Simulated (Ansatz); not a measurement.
PbO$_{2}$: what changed settings do

All trials start from this Ansatz input:

```yaml
crystal:
  lattice:
    - [0.0, 2.701992, 2.701992]
    - [2.701992, 0.0, 2.701992]
    - [2.701992, 2.701992, 0.0]
  atoms:
    - { symbol: Pb, position: [0.0, 0.0, 0.0] }
    - { symbol: O, position: [0.25, 0.25, 0.25] }
    - { symbol: O, position: [0.75, 0.75, 0.75] }
basis:
  ecutwfc: 420
kpoints:
  mp_grid: { grid: [6, 6, 6] }
hamiltonian:
  xc: pbe
scf:
  occupations: { method: gaussian, width: 0.1 }
output:
  forces: true
  stress: true
  eigenvalues: true
```

Command:

```bash
ansatz run input.yaml --threads 1 --pin off --max-ram 1331MiB --backend cpu --events-out ev --progress --plain --runs-dir out
```

The run converges in 6 SCF iterations on 16 irreducible k-points: pressure 0.03 GPa, no gap.

These settings were drawn at random to show what each does; none of the numbers is a converged property of the crystal. Each trial's input is given as a difference from the reference's; energies are extrapolated to zero smearing where there is one, and pressure is positive in compression.

**Question.** Trial 1:

```diff
 basis:
-  ecutwfc: 420
+  ecutwfc: "25 Ry"
 kpoints:
-  mp_grid: { grid: [6, 6, 6] }
+  mp_grid: { grid: [4, 4, 4] }
 hamiltonian:
-  xc: pbe
+  xc: lda
+  dispersion: d3bj
```

What does the program give?

**Answer.** The run converges in 6 SCF iterations on 8 irreducible k-points: pressure -13.28 GPa, no gap. It warns that the cutoff lies under the recommended one, 420 eV for these potentials; that the dispersion damping is borrowed from another functional.